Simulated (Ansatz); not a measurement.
Crystal: SnSe.

```
Sn Se
1.0
     0.00000    3.39084    3.39084
     3.39084    0.00000    3.39084
     3.39084    3.39084    0.00000
Sn Se
1 1
Direct
  0.00000 0.00000 0.00000
  0.75000 0.75000 0.75000
```

The cell was built by a generator and needn't be a form met in nature.

Base run:

```yaml
Program: Ansatz 0.2.0
Functional: HSE06
Potentials_or_basis: Ansatz PAW
Cutoff: "420 eV (not typed: the program's choice for these potentials)"
k_mesh: 4 × 4 × 4
Occupations: fermi-dirac, width 0.05 eV
Spin: no spin polarisation
```

Its results: band gap on the k mesh 0.39 eV, indirect (least direct gap 1.09 eV); pressure -0.7 GPa.

Question: After a change of settings the same cell gave: band gap on the k mesh 0.92 eV, indirect (least direct gap 1.67 eV); pressure -1.8 GPa. Which change was it?
A. functional from HSE06 to PBEsol0
B. functional from HSE06 to HSE03
C. functional from HSE06 to r2SCANh; cutoff from 420 eV (not typed: the program's choice for these potentials) to 500 eV (not typed: the program's choice for these potentials)
D. functional from HSE06 to HSEsol

Answer: A.

Caveats: spin-orbit coupling is left out, which moves the levels of the heavy elements; the PAW data sets come from PBE, with cores solved anew for the run's functional, which leaves a small shift of forces and pressure; the thresholds are loose for stress.
